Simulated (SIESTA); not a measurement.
Runs of SIESTA 5.4.2 on Bi2Se3 (Paraguanajuatite). Symmetry: R-3m, No. 166, trigonal system. The conventional cell has a = 4.143 Å, b = 4.143 Å, c = 28.636 Å, α = 90.00°, β = 90.00°, γ = 120.00°. Around Bi (site symmetry 3m) lie 6 Se at 2.85 to 3.07 Å. Around Se (site symmetry 3m) lie 3 Bi at 2.85 Å. Se (site symmetry -3m) is surrounded by 6 Bi at 3.07 Å. 

```tsv
level	potentials or basis	spin	k mesh	energy shift	gap on the mesh (eV)	pressure (GPa)	largest force (eV/Å)
PBEsol	PseudoDojo 0.4 standard (PBEsol files, fully relativistic), DZP (energy shift 0.002 Ry)	non-collinear, zero start, SOC	6 × 6 × 6	0.002 Ry	0.30	2.1	(b)
PBE	PseudoDojo 0.4 standard (PBE files), TZDP (energy shift 0.05 Ry)	off	8 × 8 × 8	0.05 Ry	0.53	-13.2	(c)
optB88-vdW	PseudoDojo 0.4 standard (PBE files), DZP (energy shift 0.002 Ry)	off	8 × 8 × 8	0.002 Ry	0.24	4.9	0.60
PBE	PseudoDojo 0.4 standard (PBE files), DZ (energy shift 0.02 Ry)	off	8 × 8 × 8	0.02 Ry	0.06	-0.6	(a)
```

Alike in all rows: task band structure; cell as given; smearing fermi-dirac 0.05 eV; grid cutoff 500 Ry.

Task: Estimate the missing entries.

Result: (a) 0.62; (b) 0.57; (c) 0.31.

Caveats: semicore shells carry a single zeta, which can move pressures by several GPa and volumes by a few percent; the basis of atomic orbitals isn't converged, which shifts pressures, moduli and gaps; spin-orbit coupling is left out, which as a rule narrows the gap of such compounds by several tenths of an eV (some runs); the potentials were made for another functional, which shifts forces and pressure (some runs); the basis has no polarisation orbitals (some runs).

A k mesh can miss the band edges, and rows without SOC leave out spin-orbit coupling on Bi, Se.
